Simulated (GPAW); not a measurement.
Au, 1 atom in the cell. The structure is cubic, space group Fm-3m (No. 225). The conventional cell has a = 4.070 Å, b = 4.070 Å, c = 4.070 Å, α = 90.00°, β = 90.00°, γ = 90.00°. Au (site symmetry m-3m) is surrounded by 12 Au at 2.88 Å. 

* Program: GPAW 26.7.0
* Task: single point
* Functional: LDA
* Potentials or basis: the program's PAW data sets (release 1.2.1) made for this functional
* Cutoff: 450 eV
* Basis: pw
* k mesh: 9 × 9 × 9
* Occupations: fermi-dirac, width 0.05 eV
* Spin: no spin polarisation
* Maxiter: 80

Potentials or basis: the program's PAW data sets (release 1.2.1) made for this functional, pw.

Run with:

```console
$ OMP_NUM_THREADS=1 python run.py
```

Hardware: 1 thread of Arm Neoverse V2 (shared host).

Question: Estimate the wall time of this run.

Answer: Wall time 3.7 s on 1 thread of Arm Neoverse V2, with other jobs on the host, peak memory 0.12 GiB. Counts: scf iterations 8, plane waves 375, bands 14, k points 35.
